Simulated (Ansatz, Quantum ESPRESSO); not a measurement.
# In2Se2, 1 layer: response to a perpendicular field, part 4 of 6

Aim: how In2Se2, 1 layer screens a field along its normal, and what the field does to its bands.

Quantum ESPRESSO 7.5; plane-wave DFT, PBE, GBRV ultrasoft pseudopotentials; geometry and cross-check by Ansatz 0.2.0 with PAW datasets.

So far. Step 5 (Band structure: no field): Along this path the valence top lies between K and Γ and the conduction bottom at Γ. Step 6 (Ground state: field 0.1 V/Å): The dipole goes from -0.0000 to 0.0582 e Å, 0.5817 e Å per V/Å.

## 7. Electrostatic potential

File f1.pot.in:

```
&inputpp
  prefix = 'f1'
  outdir = './out'
  filplot = 'f1.pot.dat'
  plot_num = 11
/
```

On the command line:

```bash
$ OMP_NUM_THREADS=1 mpirun -n 4 pp.x -in f1.pot.in > f1.pot.out
```

Run time: 1.1 s. Hardware: 4 MPI ranks of Arm Neoverse V1, shared host; peak memory 0.12 GiB; 4 s of CPU time.

Numbers from this step:

- slope of the potential above: 0.1000 eV/Å
- upper vacuum line continued to the top atoms, over the valence top: 5.842 eV
- slope of the potential below: 0.09996 eV/Å
- lower vacuum line continued to the bottom atoms, over the valence top: 6.032 eV

The slope in the vacuum is 0.100 eV/Å for an applied 0.10 V/Å, as it should be.

## 8. Self-consistent run: field 0.2 V/Å

File f2.in:

```
&control
  prefix = 'f2'
  outdir = './out'
  pseudo_dir = './pseudo'
  calculation = 'scf'
  tprnfor = .true.
  tefield = .true.
  dipfield = .true.
/
&system
  ibrav = 0
  nat = 4
  ntyp = 2
  ecutwfc = 40
  ecutrho = 200
  occupations = 'smearing'
  smearing = 'fd'
  degauss = 0.004
  edir = 3
  emaxpos = 0.97
  eopreg = 0.04
  eamp = 0.00388938
/
&electrons
  conv_thr = 1e-09
  mixing_beta = 0.4
  electron_maxstep = 120
  mixing_mode = 'plain'
  startingpot = 'file'
/
ATOMIC_SPECIES
  Se  78.9710  se_pbe_v1.uspp.F.UPF
  In  114.8180  in_pbe_v1.4.uspp.F.UPF
CELL_PARAMETERS angstrom
  4.08646054975544 0.00000000000000 0.00000000000000
  -2.04323027487772 3.53897864765113 0.00000000000000
  0.00000000000000 0.00000000000000 22.14290946410000
ATOMIC_POSITIONS crystal
  Se  0.333333333333 0.666666666667 0.378597342544
  In  -0.000000000000 -0.000000000000 0.436177059488
  In  -0.000000000000 -0.000000000000 0.563823195848
  Se  0.333333333333 0.666666666667 0.621402402119
K_POINTS automatic
  6 6 1 0 0 0
```

On the command line:

```bash
$ cp -r out/f0.save out/f2.save
$ OMP_NUM_THREADS=1 mpirun -n 4 pw.x -nk 2 -in f2.in > f2.out
```

The program printed:

```text
[banner, memory and clock lines left out]
Program PWSCF v.7.5 starts
[...]
number of electrons       =        38.00
     number of Kohn-Sham states=           23
     kinetic-energy cutoff     =      40.0000  Ry
     charge density cutoff     =     200.0000  Ry
[...]
number of k points=    20  Fermi-Dirac smearing, width (Ry)=  0.0040
[...]
Dense  grid:   103227 G-vectors     FFT dimensions: (  36,  36, 192)
[...]
The initial density is read from file :
[...]
negative rho (up, down):  3.752E-04 0.000E+00
[...]
Starting wfcs are   26 randomized atomic wfcs
[...]
negative rho (up, down):  3.708E-04 0.000E+00
[...]
estimated scf accuracy    <       0.07180335 Ry
[...]
negative rho (up, down):  3.698E-04 0.000E+00
[...]
estimated scf accuracy    <       0.75103660 Ry
[...]
negative rho (up, down):  3.706E-04 0.000E+00
[...]
estimated scf accuracy    <       0.00040743 Ry
[...]
negative rho (up, down):  3.717E-04 0.000E+00
[...]
estimated scf accuracy    <       0.00005748 Ry
[...]
negative rho (up, down):  3.733E-04 0.000E+00
[...]
estimated scf accuracy    <       0.00001256 Ry
[...]
negative rho (up, down):  3.738E-04 0.000E+00
[...]
estimated scf accuracy    <       0.00000097 Ry
[...]
negative rho (up, down):  3.743E-04 0.000E+00
[...]
estimated scf accuracy    <       0.00000019 Ry
[...]
negative rho (up, down):  3.743E-04 0.000E+00
[...]
estimated scf accuracy    <          6.5E-09 Ry
[...]
negative rho (up, down):  3.743E-04 0.000E+00
[...]
Computed dipole along edir(3) :
        Dipole                0.2199 Ry au,          0.5591 Debye
        Dipole field          0.0013 Ry au,
        E field amplitude [Ha a.u.]:  3.8894E-03
        Potential amp.        0.2097 Ry
        Total length         40.1703 bohr
[...]
the Fermi energy is    -0.9454 ev
!    total energy              =    -354.31050562 Ry
     estimated scf accuracy    <          9.1E-10 Ry
     smearing contrib. (-TS)   =      -0.00000005 Ry
     internal energy E=F+TS    =    -354.31050557 Ry
[...]
one-electron contribution =   -1282.98681292 Ry
     hartree contribution      =     655.92614985 Ry
     xc contribution           =    -134.92431699 Ry
     ewald contribution        =     407.67590409 Ry
     electric field correction =      -0.00142962 Ry
     convergence has been achieved in   9 iterations
     negative rho (up, down):  3.743E-04 0.000E+00
[...]
Total force =     0.002643     Total SCF correction =     0.000074
[...]
```

It took 23 s on 4 MPI ranks; peak memory 0.4 GiB; 90 s of CPU time.

Numbers from this step:

```
free energy                          : -4820.6400 eV
Fermi energy                         : -0.9454 eV
dipole along the normal              : 0.1164 e·Å
valence top, on the run's zero       : -1.688 eV
conduction bottom, on the run's zero : -0.3062 eV
```

The dipole goes from -0.0000 to 0.1164 e Å, 0.5820 e Å per V/Å.

## 9. Electrostatic potential

File f2.pot.in:

```
&inputpp
  prefix = 'f2'
  outdir = './out'
  filplot = 'f2.pot.dat'
  plot_num = 11
/
```

On the command line:

```bash
$ OMP_NUM_THREADS=1 mpirun -n 4 pp.x -in f2.pot.in > f2.pot.out
```

Run time: 1.1 s. Hardware: 4 MPI ranks; peak memory 0.12 GiB.

Read from the output:

```
slope of the potential above                                          : 0.2000 eV/Å
upper vacuum line continued to the top atoms, over the valence top    : 5.749 eV
slope of the potential below                                          : 0.2000 eV/Å
lower vacuum line continued to the bottom atoms, over the valence top : 6.130 eV
```

The slope in the vacuum is 0.200 eV/Å for an applied 0.20 V/Å, as it should be.

## 10. Bands along a path: field 0.2 V/Å

File f2.bands.in:

```
&control
  prefix = 'f2.bands'
  outdir = './out'
  pseudo_dir = './pseudo'
  calculation = 'bands'
  tefield = .true.
  dipfield = .true.
/
&system
  ibrav = 0
  nat = 4
  ntyp = 2
  ecutwfc = 40
  ecutrho = 200
  occupations = 'smearing'
  smearing = 'fd'
  degauss = 0.004
  edir = 3
  emaxpos = 0.97
  eopreg = 0.04
  eamp = 0.00388938
  nbnd = 25
/
&electrons
  conv_thr = 1e-07
  mixing_beta = 0.4
  electron_maxstep = 120
  mixing_mode = 'local-TF'
/
ATOMIC_SPECIES
  Se  78.9710  se_pbe_v1.uspp.F.UPF
  In  114.8180  in_pbe_v1.4.uspp.F.UPF
CELL_PARAMETERS angstrom
  4.08646054975544 0.00000000000000 0.00000000000000
  -2.04323027487772 3.53897864765113 0.00000000000000
  0.00000000000000 0.00000000000000 22.14290946410000
ATOMIC_POSITIONS crystal
  Se  0.333333333333 0.666666666667 0.378597342544
  In  -0.000000000000 -0.000000000000 0.436177059488
  In  -0.000000000000 -0.000000000000 0.563823195848
  Se  0.333333333333 0.666666666667 0.621402402119
K_POINTS crystal_b
4
  0.0000000000 0.0000000000 0.0000000000 14
  0.5000000000 0.0000000000 0.0000000000 14
  0.3333333333 0.3333333333 0.0000000000 14
  0.0000000000 0.0000000000 0.0000000000 1
```

On the command line:

```bash
$ cp -r out/f2.save out/f2.bands.save
$ cp out/f2.xml out/f2.bands.xml
$ OMP_NUM_THREADS=1 mpirun -n 4 pw.x -nk 4 -in f2.bands.in > f2.bands.out
```

The program printed:

```text
[banner, memory and clock lines left out]
Program PWSCF v.7.5 starts
[citation notice left out]

[...]
bravais-lattice index     =            0
     lattice parameter (alat)  =       7.7223  a.u.
     unit-cell volume          =    2161.0088 (a.u.)^3
     number of atoms/cell      =            4
     number of atomic types    =            2
     number of electrons       =        38.00
     number of Kohn-Sham states=           25
     kinetic-energy cutoff     =      40.0000  Ry
     charge density cutoff     =     200.0000  Ry
     Exchange-correlation=  SLA  PW   PBX  PBC
                           (   1   4   3   4   0   0   0)

[...]
PseudoPot. # 1 for Se read from file:
     ./pseudo/se_pbe_v1.uspp.F.UPF
     Pseudo is Ultrasoft + core correction, Zval =  6.0
     Generated by new atomic code, or converted to UPF format
     Using radial grid of  877 points,  6 beta functions with:
                l(1) =   0
                l(2) =   0
                l(3) =   1
                l(4) =   1
                l(5) =   2
                l(6) =   2
     Q(r) pseudized with  8 coefficients,  rinner =    1.300   1.300   1.300
                                                       1.300   1.300

     PseudoPot. # 2 for In read from file:
     ./pseudo/in_pbe_v1.4.uspp.F.UPF
     Pseudo is Ultrasoft + core correction, Zval = 13.0
     Generated by new atomic code, or converted to UPF format
     Using radial grid of  889 points,  6 beta functions with:
                l(1) =   0
                l(2) =   0
                l(3) =   1
                l(4) =   1
                l(5) =   2
                l(6) =   2
     Q(r) pseudized with  6 coefficients,  rinner =    1.400   1.400   1.400
                                                       1.400   1.400

     atomic species   valence    mass     pseudopotential
     Se                6.00    78.97100     Se( 1.00)
     In               13.00   114.81800     In( 1.00)

     No symmetry found

[...]
number of k points=    43  Fermi-Dirac smearing, width (Ry)=  0.0040
[...]
Dense  grid:   103227 G-vectors     FFT dimensions: (  36,  36, 192)

     Smooth grid:    73969 G-vectors     FFT dimensions: (  32,  32, 180)

     The potential is recalculated from file :
     ./out/f2.bands.save/charge-density

     negative rho (up, down):  3.743E-04 0.000E+00

     Adding external electric field

     Computed dipole along edir(3) :
        Dipole                0.2199 Ry au,          0.5591 Debye
        Dipole field          0.0013 Ry au,

        E field amplitude [Ha a.u.]:  3.8894E-03
        Potential amp.        0.2097 Ry
        Total length         40.1703 bohr

     Starting wfcs are   26 randomized atomic wfcs

     Band Structure Calculation
     Davidson diagonalization with overlap

     ethr =  2.63E-10,  avg # of iterations = 52.9

     End of band structure calculation

          k = 0.0000 0.0000 0.0000 (  9271 PWs)   bands (ev):

   -15.7351 -15.5661 -15.5661 -15.4958 -15.4958 -15.4705 -15.4705 -15.3173
   -15.3173 -15.2846 -14.1651 -14.0300  -6.9468  -4.6957  -2.2918  -2.2918
    -2.1929  -2.1929  -1.7557  -0.3061   0.9167   3.1774   3.1774   3.1874
     4.0719

          k = 0.0357 0.0206 0.0000 (  9249 PWs)   bands (ev):

   -15.7350 -15.5699 -15.5658 -15.4982 -15.4952 -15.4728 -15.4698 -15.3220
   -15.3173 -15.2787 -14.1532 -14.0187  -6.9410  -4.7002  -2.3780  -2.3071
    -2.2754  -2.2069  -1.7396  -0.2251   0.9928   3.0803   3.1915   3.2158
     4.0772

[...]
```

Wall time 47 s (4 MPI ranks); peak memory 0.42 GiB.

Read from the output:

| Property | Result |
| --- | --- |
| valence top, on the run's zero | -1.684 eV |
| conduction bottom, on the run's zero | -0.3061 eV |
| gap by band count | 1.378 eV |

Band numbers count within the set of bands kept for display. The electronic bands at the labelled points (eV, zero at the highest filled level of the SCF mesh; v1 is the highest filled band, c1 the lowest empty one):

| point | v4 | v3 | v2 | v1 | c1 | c2 | c3 | c4 |
| --- | --- | --- | --- | --- | --- | --- | --- | --- |
| Γ | -0.60 | -0.50 | -0.50 | -0.07 | 1.38 | 2.60 | 4.87 | 4.87 |
| halfway | -1.71 | -1.15 | -1.00 | -0.09 | 2.53 | 2.83 | 4.65 | 4.75 |
| M | -1.59 | -1.53 | -1.40 | -0.91 | 2.16 | 2.27 | 4.16 | 4.46 |
| halfway | -2.19 | -1.88 | -1.35 | -0.93 | 2.66 | 2.67 | 4.27 | 4.79 |
| K | -2.73 | -1.72 | -1.27 | -1.07 | 2.61 | 2.94 | 4.01 | 5.04 |
| halfway | -1.65 | -1.64 | -1.42 | -0.15 | 2.83 | 3.26 | 4.21 | 5.04 |
| Γ | -0.60 | -0.50 | -0.50 | -0.07 | 1.38 | 2.60 | 4.87 | 4.87 |

Upper empty bands that drop with the field can be states of the vacuum, held by the sawtooth; they depend on the cell's width.

Along this path the valence top lies between K and Γ and the conduction bottom at Γ.

## 11. Self-consistent run: field 0.4 V/Å

f3.in, as its differences from the input of step 8:

```diff
@@ -1,3 +1,3 @@
 &control
-  prefix = 'f2'
+  prefix = 'f3'
   outdir = './out'
@@ -21,3 +21,3 @@
   eopreg = 0.04
-  eamp = 0.00388938
+  eamp = 0.00777876
 /
```

On the command line:

```bash
$ cp -r out/f0.save out/f3.save
$ OMP_NUM_THREADS=1 mpirun -n 4 pw.x -nk 2 -in f3.in > f3.out
```

The program printed:

```text
[banner, memory and clock lines left out]
Program PWSCF v.7.5 starts
[...]
number of electrons       =        38.00
     number of Kohn-Sham states=           23
     kinetic-energy cutoff     =      40.0000  Ry
     charge density cutoff     =     200.0000  Ry
[...]
number of k points=    20  Fermi-Dirac smearing, width (Ry)=  0.0040
[...]
Dense  grid:   103227 G-vectors     FFT dimensions: (  36,  36, 192)
[...]
The initial density is read from file :
[...]
negative rho (up, down):  3.752E-04 0.000E+00
[...]
Starting wfcs are   26 randomized atomic wfcs
[...]
negative rho (up, down):  3.544E-04 0.000E+00
[...]
estimated scf accuracy    <       0.29966204 Ry
[...]
negative rho (up, down):  3.411E-04 0.000E+00
[...]
estimated scf accuracy    <       8.55728912 Ry
[...]
negative rho (up, down):  3.438E-04 0.000E+00
[...]
estimated scf accuracy    <       0.03211575 Ry
[...]
negative rho (up, down):  3.490E-04 0.000E+00
[...]
estimated scf accuracy    <       0.01495734 Ry
[...]
negative rho (up, down):  3.543E-04 0.000E+00
[...]
estimated scf accuracy    <       0.00610974 Ry
[...]
negative rho (up, down):  3.613E-04 0.000E+00
[...]
estimated scf accuracy    <       0.00253389 Ry
[...]
negative rho (up, down):  3.657E-04 0.000E+00
[...]
estimated scf accuracy    <       0.00065685 Ry
[...]
negative rho (up, down):  3.716E-04 0.000E+00
[...]
estimated scf accuracy    <       0.00016109 Ry
[...]
negative rho (up, down):  3.714E-04 0.000E+00
[...]
estimated scf accuracy    <       0.00000222 Ry
[...]
negative rho (up, down):  3.710E-04 0.000E+00
[...]
estimated scf accuracy    <       0.00000063 Ry
[...]
negative rho (up, down):  3.710E-04 0.000E+00
[...]
estimated scf accuracy    <       0.00000005 Ry
[...]
negative rho (up, down):  3.709E-04 0.000E+00
[...]
estimated scf accuracy    <          2.3E-09 Ry
[...]
negative rho (up, down):  3.709E-04 0.000E+00
[...]
estimated scf accuracy    <          1.0E-09 Ry
[...]
negative rho (up, down):  3.708E-04 0.000E+00
[...]
Computed dipole along edir(3) :
        Dipole                0.4401 Ry au,          1.1187 Debye
        Dipole field          0.0026 Ry au,
        E field amplitude [Ha a.u.]:  7.7788E-03
        Potential amp.        0.4193 Ry
        Total length         40.1703 bohr
[...]
the Fermi energy is    -0.9224 ev
!    total energy              =    -354.31307253 Ry
     estimated scf accuracy    <          3.4E-11 Ry
     smearing contrib. (-TS)   =      -0.00000005 Ry
     internal energy E=F+TS    =    -354.31307248 Ry
[...]
one-electron contribution =   -1282.97079332 Ry
     hartree contribution      =     655.91135118 Ry
     xc contribution           =    -134.92381374 Ry
     ewald contribution        =     407.67590409 Ry
     electric field correction =      -0.00572069 Ry
     convergence has been achieved in  14 iterations
     negative rho (up, down):  3.708E-04 0.000E+00
[...]
Total force =     0.005198     Total SCF correction =     0.000023
[...]
```

It took 31 s on 4 MPI ranks; peak memory 0.64 GiB; 2.1 min of CPU time.

Numbers from this step:

* free energy: -4820.6749 eV
* Fermi energy: -0.9224 eV
* dipole along the normal: 0.2329 e·Å
* valence top, on the run's zero: -1.665 eV
* conduction bottom, on the run's zero: -0.2834 eV
* gap by band count: 1.381 eV

The dipole goes from -0.0000 to 0.2329 e Å, 0.5823 e Å per V/Å.

## 12. Electrostatic potential

File f3.pot.in:

```
&inputpp
  prefix = 'f3'
  outdir = './out'
  filplot = 'f3.pot.dat'
  plot_num = 11
/
```

On the command line:

```bash
$ OMP_NUM_THREADS=1 mpirun -n 4 pp.x -in f3.pot.in > f3.pot.out
```

It took 1.1 s on 4 MPI ranks; peak memory 0.12 GiB; 4.1 s of CPU time.

Read from the output:

| Quantity | Value |
| --- | --- |
| slope of the potential above | 0.4000 eV/Å |
| upper vacuum line continued to the top atoms, over the valence top | 5.567 eV |
| slope of the potential below | 0.3999 eV/Å |
| lower vacuum line continued to the bottom atoms, over the valence top | 6.331 eV |

The slope in the vacuum is 0.400 eV/Å for an applied 0.40 V/Å, as it should be.

Each curve counts from the valence top of its own run.

The potential energy (potential at 0 V/Å) oscillates, so the rows of the table below give means over windows of 2 Å about each position, cut where the curve ends. Its maxima inside the range that stand out by 2 % of the span (Å: eV): 9.0: -6.99, 11.1: 3.16, 13.1: -6.99. Its minima: 8.4: -9.48, 9.6: -8.82, 12.6: -8.82, 13.7: -9.48.

The runs together. Table of potential energy by z; means over each step:

| z (Å) | potential at 0 V/Å (eV) | potential at 0.1 V/Å (eV) | potential at 0.2 V/Å (eV) | potential at 0.4 V/Å (eV) |
| --- | --- | --- | --- | --- |
| 0 | 5.94 | 5.29 | 4.64 | 3.35 |
| 2 | 5.94 | 5.39 | 4.85 | 3.78 |
| 4 | 5.94 | 5.59 | 5.25 | 4.58 |
| 6 | 5.83 | 5.68 | 5.53 | 5.25 |
| 8 | -2.91 | -2.94 | -2.97 | -3.02 |
| 10 | -4.24 | -4.25 | -4.26 | -4.27 |
| 12 | -3.51 | -3.51 | -3.50 | -3.48 |
| 14 | -3.79 | -3.76 | -3.74 | -3.69 |
| 16 | 5.77 | 5.91 | 6.04 | 6.32 |
| 18 | 5.94 | 6.27 | 6.60 | 7.26 |
| 20 | 5.94 | 6.47 | 7.00 | 8.06 |
| 22 | 5.94 | 6.37 | 6.80 | 7.68 |

[end of part 4 of 6]

[Logs are printed without paths, hosts, clocks, repeated set-up lines and the standing remarks that a program may print on its own settings, such as how far it seeks lower states.]

[Hosts, paths, dates, database ids (printed as entryN), source tags and the programs' standing remarks are cut or masked in the printed files.]

[Maps of the electrostatic potential energy from Ansatz leave out the sawtooth potential of an applied field or a dipole correction, so their vacuum need not be flat; planar profiles and work functions include it.]
